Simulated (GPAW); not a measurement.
# ZnS (F-43m) in GPAW: further runs

The runs below take ZnS through dielectric tensor, with PBE.

All numbers are computed with GPAW 26.7.0; they aren't measurements. Logs are shortened: lines on timing, memory, paths and dates and some standing lists are left out, and cuts for length are marked. The log counts tension as positive stress, the text compression.

**What was measured.**

From a printed reference work, monograph, for a bulk crystal of ZnS: high-frequency dielectric constant 5.14.

The runs below are set against these values where they give the same quantity.

### 1 The structure

It takes space group F-43m (No. 216, cubic). Conventional cell: a = 5.510 Å, b = 5.510 Å, c = 5.510 Å, α = 90.00°, β = 90.00°, γ = 90.00°. Zn (site symmetry -43m) is surrounded by 4 S at 2.39 Å. S (site symmetry -43m) is surrounded by 4 Zn at 2.39 Å.

### 2 Dielectric tensor, PBE

File run.py:

```python
import numpy as np
from ase import Atoms
from ase.dft.bandgap import bandgap
from ase.io import write
from gpaw import GPAW, PW
from gpaw.response.df import DielectricFunction

atoms = Atoms(['Zn', 'S'],
              cell=[[0.0, 2.7549938462, 2.7549938462],
                    [2.7549938462, 0.0, 2.7549938462],
                    [2.7549938462, 2.7549938462, 0.0]],
              scaled_positions=[[0.75, 0.75, 0.75],
                                [0.0, 0.0, 0.0]],
              pbc=True)

calc = GPAW(mode=PW(450),
            xc='PBE',
            kpts={'size': (7, 7, 7), 'gamma': True},
            occupations={'name': 'fermi-dirac', 'width': 0.001},
            nbands=18,
            convergence={'density': 1e-06},
            maxiter=150,
            txt='gpaw.txt')
atoms.calc = calc
energy = atoms.get_potential_energy()
calc.write('gs.gpw')
write('result.traj', atoms)
print(f'Energy: {energy:.6f} eV')
print('Fermi level:', round(calc.get_fermi_level(), 4), 'eV')
print(f'Gap: {bandgap(calc)[0]:.4f} eV, direct: {bandgap(calc, direct=True)[0]:.4f} eV')

for size in [(21, 21, 21)]:
    name = 'x'.join(str(n) for n in size)
    dense = calc.fixed_density(kpts={'size': size, 'gamma': True},
                               nbands=35, convergence={'bands': 29, 'eigenstates': 1e-7},
                               update_fermi_level=True, txt=f'dense-{name}.txt')
    dense.write(f'{name}.gpw', mode='all')
    df = DielectricFunction(f'{name}.gpw', frequencies=np.array([0.0]), hilbert=False, eta=0.001,
                            ecut=80, nbands=29, intraband=False, txt=f'df-{name}.txt')
    for xc in ['RPA']:
        for direction in ['x', 'y', 'z', [0, 1, 1], [1, 0, 1], [1, 1, 0]]:
            e0, e = df.get_macroscopic_dielectric_constant(xc=xc, direction=direction)
            print(f'{name} {xc} {direction}: {e0:.4f} without, {e:.4f} with local fields')
```

Potentials or basis: GPAW PAW data sets (gpaw-data 1.2.1), pw.

Launch:

```console
> OMP_NUM_THREADS=1 python run.py
```

gpaw.txt:

```text
__  _  _
 | _ |_)|_||  |
 |__||  | ||/\| - 26.7.0

Input parameters:
  mode=PW(ecut=450.00000000000006),
  convergence={'density': 1e-06},
  kpts=MonkhorstPack(size=(7, 7, 7), gamma=True),
  maxiter=150,
  nbands=18,
  occupations=Occupations(name='fermi-dirac', width=0.001),
  xc=XC(name='PBE')

Diagonalizing LCAO Hamiltonian
Converting LCAO to pw mode

                    Zn

       S

Atoms  # Å, Bohr magnetons
|   | symbol |        x |        y |        z |    initial magnetic moments |
|---|--------|----------|----------|----------|-----------------------------|
| 0 |     Zn | 4.132491 | 4.132491 | 4.132491 | ( 0.0000,  0.0000,  0.0000) |
| 1 |      S | 0.000000 | 0.000000 | 0.000000 | ( 0.0000,  0.0000,  0.0000) |

Unit cell  # Å
| periodic |        x |        y |        z |  lengths |    angles |
|----------|----------|----------|----------|----------|-----------|
|      yes | 0.000000 | 2.754994 | 2.754994 | 3.896150 | 60.000000 |
|      yes | 2.754994 | 0.000000 | 2.754994 | 3.896150 | 60.000000 |
|      yes | 2.754994 | 2.754994 | 0.000000 | 3.896150 | 60.000000 |

Number of symmetries: 24
Symmetry operations  # r_c * U_cc + t_c -> r_c
|    | kind |            matrix            |
|----|------|------------------------------|
|  0 |  E   |  1, 0, 0,  0, 1, 0,  0, 0, 1 |
|  1 |  σ   |  1, 0, 0,  0, 0, 1,  0, 1, 0 |
|  2 |  σ   |  1, 0,-1,  0, 1,-1,  0, 0,-1 |
|  3 |  C3  |  1, 0,-1,  0, 0,-1,  0, 1,-1 |
|  4 |  C3  |  1,-1, 0,  0,-1, 1,  0,-1, 0 |
|  5 |  σ   |  1,-1, 0,  0,-1, 0,  0,-1, 1 |
|  6 |  σ   |  0, 1, 0,  1, 0, 0,  0, 0, 1 |
|  7 |  C3  |  0, 1, 0,  0, 0, 1,  1, 0, 0 |
|  8 |  C2  |  0, 1,-1,  1, 0,-1,  0, 0,-1 |
|  9 |  S4  |  0, 1,-1,  0, 0,-1,  1, 0,-1 |
| 10 |  C3  |  0, 0, 1,  1, 0, 0,  0, 1, 0 |
| 11 |  σ   |  0, 0, 1,  0, 1, 0,  1, 0, 0 |
| 12 |  S4  |  0, 0,-1,  1, 0,-1,  0, 1,-1 |
| 13 |  C3  |  0, 0,-1,  0, 1,-1,  1, 0,-1 |
| 14 |  S4  |  0,-1, 1,  1,-1, 0,  0,-1, 0 |
| 15 |  C2  |  0,-1, 1,  0,-1, 0,  1,-1, 0 |
| 16 |  C3  |  0,-1, 0,  1,-1, 0,  0,-1, 1 |
| 17 |  S4  |  0,-1, 0,  0,-1, 1,  1,-1, 0 |
| 18 |  S4  | -1, 1, 0, -1, 0, 1, -1, 0, 0 |
| 19 |  C3  | -1, 1, 0, -1, 0, 0, -1, 0, 1 |
| 20 |  C3  | -1, 0, 1, -1, 1, 0, -1, 0, 0 |
| 21 |  S4  | -1, 0, 1, -1, 0, 0, -1, 1, 0 |
| 22 |  σ   | -1, 0, 0, -1, 1, 0, -1, 0, 1 |
| 23 |  C2  | -1, 0, 0, -1, 0, 1, -1, 1, 0 |

BZ-sampling:
  Number of BZ points: 343
  Number of IBZ points: 20

  Monkhorst-Pack size: [7, 7, 7]
  Monkhorst-Pack shift: [0, 0, 0]

K-points  # in reciprocal-cell coordinates
|     |                                coordinates |     weight |
|-----|--------------------------------------------|------------|
|   0 | (  0.00000000,   0.00000000,   0.00000000) | 0.00291545 |
|   1 | (  0.14285714,   0.14285714,   0.00000000) | 0.01749271 |
|   2 | (  0.14285714,   0.14285714,   0.14285714) | 0.02332362 |
|   3 | (  0.28571429,   0.14285714,   0.14285714) | 0.03498542 |
|   4 | (  0.28571429,   0.28571429,   0.00000000) | 0.01749271 |
|   5 | (  0.28571429,   0.28571429,   0.14285714) | 0.06997085 |
|   6 | (  0.28571429,   0.28571429,   0.28571429) | 0.02332362 |
|   7 | (  0.42857143,  -0.28571429,  -0.28571429) | 0.03498542 |
|   8 | (  0.42857143,   0.28571429,  -0.42857143) | 0.13994169 |
|   9 | (  0.42857143,   0.28571429,  -0.28571429) | 0.06997085 |
| ... |                                            |            |
|  19 | (  0.42857143,   0.42857143,   0.42857143) | 0.02332362 |

Plane wave coefficients: 914
Cutoff: 450.00000000000006 eV

Spin-components: 1 (collinear spins)
Bands:           18
Projectors:      11
Spin-degeneracy: 2
Datatype:        complex128

Parallelization:
  kpt:    1
  domain: 1
  band:   1

Density:
  Valence electrons: 18.0
  Components: 1
  Grid points: [20 20 20]
  Charge: 0.0  # |e|

Potential:
  Grid points: [20 20 20]

species:
  Zn:
    name:    Zinc
    Z:       30.0
    valence: 12
    core:    18
    charge:  0.0  # [|e|]
    compensation charges:
      type: gauss
      rc: 0.37  # [Å]
      lmax: 2
    cutoffs:
      filter: 2.14  # [Å]
      core: 2.28  # [Å]
    projectors
    | kind |    occ | energy [eV] | rcut [Å] |
    |------|--------|-------------|----------|
    |   4s |  2.000 |      -5.977 |    1.286 |
    |   4p |  0.000 |      -1.117 |    1.270 |
    |   3d | 10.000 |     -10.142 |    1.180 |
    |    s |        |      21.234 |    1.286 |
    |    p |        |      26.095 |    1.270 |
    |    d |        |      17.070 |    1.180 |

    Using partial waves for Zn as LCAO basis

  S:
    name:    Sulfur
    Z:       16.0
    valence: 6
    core:    10
    charge:  0.0  # [|e|]
    compensation charges:
      type: gauss
      rc: 0.24  # [Å]
      lmax: 2
    cutoffs:
      filter: 1.77  # [Å]
      core: 1.66  # [Å]
    projectors
    | kind |    occ | energy [eV] | rcut [Å] |
    |------|--------|-------------|----------|
    |   3s |  2.000 |     -17.254 |    0.974 |
    |   3p |  4.000 |      -7.008 |    0.979 |
    |    s |        |       9.957 |    0.974 |
    |    p |        |      20.203 |    0.979 |
    |    d |        |       0.000 |    0.900 |

    Using partial waves for S as LCAO basis

Reference energy: -59718.946550  # eV

eigensolver:
  PPCG
  Converge bands: occupied
  niter=2

density mixing:
  MSR1-Mixer
  Pratt-step length: 0.05
  Maximum mixing coefficient: 0.75
  Old densities: 10
  SVD Regularization: 0.005
  Good broyden scale: 1.0
  Trust region scale: 1.0
  Backstep threshold: 4.0
  History deletion threshold: 6.0
  Fourier metric: weight=20.0, sigma=0.015

occupation numbers:
  Fermi-Dirac:
    width: 0.0010  # eV

poisson solver:
  ecut: 3600.0000000000005  # eV

xc functional:
  name: PBE with 2 nearest neighbor stencil

convergence criteria:
- Maximum integral of absolute [dens]ity change: 1e-06 electrons / valence electron
- Maximum [total energy] change in last 3 cyles: 0.0005 eV / valence electron
- Maximum integral of absolute [eigenst]ate change: 4e-08 eV^2 / valence electron
maximum number of iterations: 150

SCF iterations
|iter     | |      energy | eigst |  dens |
|---------|-|-------------|-------|-------|
|iter:   1| |   -7.272927 | -0.22 |       |
|iter:   2| |   -7.184332 | -1.87 | -1.18 |
|iter:   3| |   -6.895822 | -1.49 | -1.22 |
|iter:   4| |   -6.895354 | -2.74 | -1.79 |
|iter:   5| |   -6.896500c| -3.85 | -2.23 |
|iter:   6| |   -6.896403c| -4.32 | -2.98 |
|iter:   7| |   -6.896423c| -5.40 | -3.49 |
|iter:   8| |   -6.896428c| -5.95 | -3.87 |
|iter:   9| |   -6.896428c| -8.20c| -4.80 |
|iter:  10| |   -6.896428c| -8.06c| -5.40 |
|iter:  11| |   -6.896428c| -9.15c| -6.22c|

Converged in 11 steps
Energy contributions relative to reference atoms: (reference = -59718.946550)

Energy contributions:
  Kinetic:           8.359316
  Coulomb:          -7.310545
  Zero:              0.027238
  External:          0.000000
  Xc:               -7.972437
  Entropy:          -0.000000
  Spinorbit:         0.000000
  ----------------------------
  Free energy:      -6.896428
  Extrapolated:     -6.896428

dipole moment: (-14.952567, -14.952567, -14.952567)  # |e|*Ang

Fermi level: 3.757
Eigenvalues  # (at kpt = [0.000, 0.000, 0.000])
| band index |      eig [eV] | occ [0-2] |
|------------|---------------|-----------|
|          0 |        -9.613 |     2.000 |
|          1 |        -2.965 |     2.000 |
|          2 |        -2.965 |     2.000 |
|          3 |        -2.965 |     2.000 |
|          4 |        -2.536 |     2.000 |
|          5 |        -2.536 |     2.000 |
[... 10 lines left out ...]
|         16 |        17.481 |     0.000 |
|         17 |        17.481 |     0.000 |

Gap: 1.856 eV
Transition (v -> c):
  (s=0, k=0, n=8, [0.00, 0.00, 0.00]) -> (s=0, k=0, n=9, [0.00, 0.00, 0.00])
No difference between direct/indirect transitions
# Writing to gs.gpw (mode='')
```

Wall time 3 min (1 thread of Arm Neoverse V1, shared host); peak memory 0.48 GiB.

What came out:

```
Free energy                             : -6.8964 eV
Band gap on the k mesh                  : 1.86 eV, direct
Electronic dielectric tensor (diagonal) : 5.61
```

Electronic dielectric tensor:
```
5.61 0.00 0.00
0.00 5.61 0.00
0.00 0.00 5.61
```

Caveat: the long-wavelength limit can be off by several per cent where d states take part; an odd mesh through Γ misses points on the zone boundary, where band edges often lie.

### 3 Dielectric tensor, PBE

This run uses another cell than the first one, of 19.73 Å³/atom, 0.943 times its volume.

run.py, as its differences from that of step 2:

```diff
@@ -8,5 +8,5 @@
 atoms = Atoms(['Zn', 'S'],
-              cell=[[0.0, 2.7549938462, 2.7549938462],
-                    [2.7549938462, 0.0, 2.7549938462],
-                    [2.7549938462, 2.7549938462, 0.0]],
+              cell=[[0.0, 2.702, 2.702],
+                    [2.702, 0.0, 2.702],
+                    [2.702, 2.702, 0.0]],
               scaled_positions=[[0.75, 0.75, 0.75],
```

Potentials or basis: GPAW PAW data sets (gpaw-data 1.2.1), pw.

Launch:

```console
> OMP_NUM_THREADS=1 python run.py
```

gpaw.txt:

```text
__  _  _
 | _ |_)|_||  |
 |__||  | ||/\| - 26.7.0

Input parameters:
  mode=PW(ecut=450.00000000000006),
  convergence={'density': 1e-06},
  kpts=MonkhorstPack(size=(7, 7, 7), gamma=True),
  maxiter=150,
  nbands=18,
  occupations=Occupations(name='fermi-dirac', width=0.001),
  xc=XC(name='PBE')

Diagonalizing LCAO Hamiltonian
Converting LCAO to pw mode

                    Zn

       S

Atoms  # Å, Bohr magnetons
|   | symbol |        x |        y |        z |    initial magnetic moments |
|---|--------|----------|----------|----------|-----------------------------|
| 0 |     Zn | 4.053000 | 4.053000 | 4.053000 | ( 0.0000,  0.0000,  0.0000) |
| 1 |      S | 0.000000 | 0.000000 | 0.000000 | ( 0.0000,  0.0000,  0.0000) |

Unit cell  # Å
| periodic |        x |        y |        z |  lengths |    angles |
|----------|----------|----------|----------|----------|-----------|
|      yes | 0.000000 | 2.702000 | 2.702000 | 3.821205 | 60.000000 |
|      yes | 2.702000 | 0.000000 | 2.702000 | 3.821205 | 60.000000 |
|      yes | 2.702000 | 2.702000 | 0.000000 | 3.821205 | 60.000000 |

Number of symmetries: 24
Symmetry operations  # r_c * U_cc + t_c -> r_c
|    | kind |            matrix            |
|----|------|------------------------------|
|  0 |  E   |  1, 0, 0,  0, 1, 0,  0, 0, 1 |
|  1 |  σ   |  1, 0, 0,  0, 0, 1,  0, 1, 0 |
|  2 |  σ   |  1, 0,-1,  0, 1,-1,  0, 0,-1 |
|  3 |  C3  |  1, 0,-1,  0, 0,-1,  0, 1,-1 |
|  4 |  C3  |  1,-1, 0,  0,-1, 1,  0,-1, 0 |
|  5 |  σ   |  1,-1, 0,  0,-1, 0,  0,-1, 1 |
|  6 |  σ   |  0, 1, 0,  1, 0, 0,  0, 0, 1 |
|  7 |  C3  |  0, 1, 0,  0, 0, 1,  1, 0, 0 |
|  8 |  C2  |  0, 1,-1,  1, 0,-1,  0, 0,-1 |
|  9 |  S4  |  0, 1,-1,  0, 0,-1,  1, 0,-1 |
| 10 |  C3  |  0, 0, 1,  1, 0, 0,  0, 1, 0 |
| 11 |  σ   |  0, 0, 1,  0, 1, 0,  1, 0, 0 |
| 12 |  S4  |  0, 0,-1,  1, 0,-1,  0, 1,-1 |
| 13 |  C3  |  0, 0,-1,  0, 1,-1,  1, 0,-1 |
| 14 |  S4  |  0,-1, 1,  1,-1, 0,  0,-1, 0 |
| 15 |  C2  |  0,-1, 1,  0,-1, 0,  1,-1, 0 |
| 16 |  C3  |  0,-1, 0,  1,-1, 0,  0,-1, 1 |
| 17 |  S4  |  0,-1, 0,  0,-1, 1,  1,-1, 0 |
| 18 |  S4  | -1, 1, 0, -1, 0, 1, -1, 0, 0 |
| 19 |  C3  | -1, 1, 0, -1, 0, 0, -1, 0, 1 |
| 20 |  C3  | -1, 0, 1, -1, 1, 0, -1, 0, 0 |
| 21 |  S4  | -1, 0, 1, -1, 0, 0, -1, 1, 0 |
| 22 |  σ   | -1, 0, 0, -1, 1, 0, -1, 0, 1 |
| 23 |  C2  | -1, 0, 0, -1, 0, 1, -1, 1, 0 |

BZ-sampling:
  Number of BZ points: 343
  Number of IBZ points: 20

  Monkhorst-Pack size: [7, 7, 7]
  Monkhorst-Pack shift: [0, 0, 0]
[... 57 lines left out ...]
    |   4s |  2.000 |      -5.977 |    1.286 |
    |   4p |  0.000 |      -1.117 |    1.270 |
    |   3d | 10.000 |     -10.142 |    1.180 |
    |    s |        |      21.234 |    1.286 |
    |    p |        |      26.095 |    1.270 |
    |    d |        |      17.070 |    1.180 |

    Using partial waves for Zn as LCAO basis

  S:
    name:    Sulfur
    Z:       16.0
    valence: 6
    core:    10
    charge:  0.0  # [|e|]
    compensation charges:
      type: gauss
      rc: 0.24  # [Å]
      lmax: 2
    cutoffs:
      filter: 1.77  # [Å]
      core: 1.66  # [Å]
    projectors
    | kind |    occ | energy [eV] | rcut [Å] |
    |------|--------|-------------|----------|
    |   3s |  2.000 |     -17.254 |    0.974 |
    |   3p |  4.000 |      -7.008 |    0.979 |
    |    s |        |       9.957 |    0.974 |
    |    p |        |      20.203 |    0.979 |
    |    d |        |       0.000 |    0.900 |

    Using partial waves for S as LCAO basis

Reference energy: -59718.946550  # eV

eigensolver:
  PPCG
  Converge bands: occupied
  niter=2

density mixing:
  MSR1-Mixer
  Pratt-step length: 0.05
  Maximum mixing coefficient: 0.75
  Old densities: 10
  SVD Regularization: 0.005
  Good broyden scale: 1.0
  Trust region scale: 1.0
  Backstep threshold: 4.0
  History deletion threshold: 6.0
  Fourier metric: weight=20.0, sigma=0.015

occupation numbers:
  Fermi-Dirac:
    width: 0.0010  # eV

poisson solver:
  ecut: 3600.0000000000005  # eV

xc functional:
  name: PBE with 2 nearest neighbor stencil

convergence criteria:
- Maximum integral of absolute [dens]ity change: 1e-06 electrons / valence electron
- Maximum [total energy] change in last 3 cyles: 0.0005 eV / valence electron
- Maximum integral of absolute [eigenst]ate change: 4e-08 eV^2 / valence electron
maximum number of iterations: 150

SCF iterations
|iter     | |      energy | eigst |  dens |
|---------|-|-------------|-------|-------|
|iter:   1| |   -7.273557 | -0.19 |       |
|iter:   2| |   -7.186539 | -1.86 | -1.18 |
|iter:   3| |   -6.901288 | -1.52 | -1.23 |
|iter:   4| |   -6.901355 | -2.75 | -1.79 |
|iter:   5| |   -6.902714c| -3.86 | -2.23 |
|iter:   6| |   -6.902656c| -4.40 | -3.00 |
|iter:   7| |   -6.902677c| -5.36 | -3.52 |
|iter:   8| |   -6.902683c| -6.12 | -3.87 |
|iter:   9| |   -6.902683c| -8.32c| -4.91 |
|iter:  10| |   -6.902683c| -7.72c| -5.38 |
|iter:  11| |   -6.902683c| -9.14c| -6.29c|

Converged in 11 steps
Energy contributions relative to reference atoms: (reference = -59718.946550)

Energy contributions:
  Kinetic:          11.170305
  Coulomb:          -9.431470
  Zero:              0.017401
  External:          0.000000
  Xc:               -8.658920
  Entropy:          -0.000000
  Spinorbit:         0.000000
  ----------------------------
  Free energy:      -6.902683
  Extrapolated:     -6.902683

dipole moment: (-14.580707, -14.580707, -14.580707)  # |e|*Ang

Fermi level: 4.498
Eigenvalues  # (at kpt = [0.000, 0.000, 0.000])
| band index |      eig [eV] | occ [0-2] |
|------------|---------------|-----------|
|          0 |        -9.384 |     2.000 |
|          1 |        -2.560 |     2.000 |
|          2 |        -2.560 |     2.000 |
|          3 |        -2.560 |     2.000 |
|          4 |        -2.066 |     2.000 |
|          5 |        -2.066 |     2.000 |
[... 10 lines left out ...]
|         16 |        18.295 |     0.000 |
|         17 |        18.295 |     0.000 |

Gap: 2.105 eV
Transition (v -> c):
  (s=0, k=0, n=8, [0.00, 0.00, 0.00]) -> (s=0, k=0, n=9, [0.00, 0.00, 0.00])
No difference between direct/indirect transitions
# Writing to gs.gpw (mode='')
```

stdout:

```text
Energy: -6.902683 eV
Fermi level: 4.498 eV
Gap: 2.1051 eV, direct: 2.1051 eV
21x21x21 RPA x: 6.2633 without, 5.5685 with local fields
21x21x21 RPA y: 6.2633 without, 5.5685 with local fields
21x21x21 RPA z: 6.2633 without, 5.5685 with local fields
21x21x21 RPA [0, 1, 1]: 6.2633 without, 5.5685 with local fields
21x21x21 RPA [1, 0, 1]: 6.2633 without, 5.5685 with local fields
21x21x21 RPA [1, 1, 0]: 6.2633 without, 5.5685 with local fields
```

df-21x21x21.txt:

```text
FrequencyGridDescriptor(from 0.000 to 0.000 eV, 1 points)
FrequencyGridDescriptor(from 0.000 to 0.000 eV, 1 points)

Calculating chi0 body with:
    Ground state adapter containing:
    Number of spins: 1
    Number of kpoints: 9261
    Number of irreducible kpoints: 286
    Number of completely occupied states: 9
    Number of partially occupied states: 9

    Linear response parametrization:
    q_c: [0.0, 0.0, 0.0]
    Number of frequency points: 1
    Planewave cutoff: 80.0
    Number of bands: 29
    Number of planewaves: 59
    Broadening (eta): 0.001

Integrating chi0 body.

Symmetries of q_c:
    Direct symmetries (Uq -> q): 24
    Indirect symmetries (TUq -> q): 24
In total 48 allowed symmetries.

Integral kind: response function

Calculating chi0 optical extensions with:
    Ground state adapter containing:
    Number of spins: 1
    Number of kpoints: 9261
    Number of irreducible kpoints: 286
    Number of completely occupied states: 9
    Number of partially occupied states: 9

    Linear response parametrization:
    Number of frequency points: 1
    Planewave cutoff: 80.0
    Number of bands: 29
    Number of planewaves: 59
    Broadening (eta): 0.001
Integrating chi0 head and wings.

Symmetries of q_c:
    Direct symmetries (Uq -> q): 24
    Indirect symmetries (TUq -> q): 24
In total 48 allowed symmetries.

Integral kind: response function wings

Finished calculating chi0
```

It took 2.9 min on 1 thread of Arm Neoverse V1, shared host; peak memory 0.47 GiB.

Results:

- Free energy: -6.9027 eV
- Band gap on the k mesh: 2.11 eV, direct
- Electronic dielectric tensor (diagonal): 5.57

Electronic dielectric tensor:
```
5.57 0.00 0.00
0.00 5.57 0.00
0.00 0.00 5.57
```

Caveat: the long-wavelength limit can be off by several per cent where d states take part; an odd mesh through Γ misses points on the zone boundary, where band edges often lie.

(Continued in part 2 of 2.)
